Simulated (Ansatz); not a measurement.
Bulk crystal (AlNi) after relaxation:

```cif
data_structure
_symmetry_space_group_name_H-M 'Pm-3m'
_symmetry_Int_Tables_number 221
_cell_length_a 2.8622
_cell_length_b 2.8622
_cell_length_c 2.8622
_cell_angle_alpha 90.000
_cell_angle_beta 90.000
_cell_angle_gamma 90.000
_cell_volume 23.45
loop_
_atom_site_label
_atom_site_type_symbol
_atom_site_symmetry_multiplicity
_atom_site_Wyckoff_symbol
_atom_site_fract_x
_atom_site_fract_y
_atom_site_fract_z
_atom_site_occupancy
Al1 Al 1 a 0.00000 0.00000 0.00000 1
Ni1 Ni 1 b 0.50000 0.50000 0.50000 1
```

Miller indices refer to the conventional cell of Pm-3m (No. 221), a = 2.862 Å, b = 2.862 Å, c = 2.862 Å, α = 90.00°, β = 90.00°, γ = 90.00°.

Consider the (100) slab of 8 planes, 10.0 Å thick with 15 Å of vacuum as cut; outer planes Al (top) and Ni (bottom), all atoms relaxed.

Computed with Ansatz, DFT PBEsol, scalar-relativistic, plane waves, PAW. Cutoff 420 eV; k points 12×12×1 on the computed 8-atom cell (Γ-centred); Gaussian smearing, width 0.10 eV; no spin polarisation. A dipole correction removes the field between periodic images along c.

Q: Estimate the surface energy (mean of both faces).

A: 2.61 J/m².

Q: Give the work function.

A: 4.02 eV (top), 4.81 eV (bottom).

Q: Give the dipole of the slab along +c, per cell.

A: 0.04 e·Å.

Q: The top two planes lie 1.431 Å apart in the bulk. How does relaxation change this?

A: The spacing becomes 1.346 Å (-5.9 %).

Spin polarisation was left out, and a magnetic state may lie lower.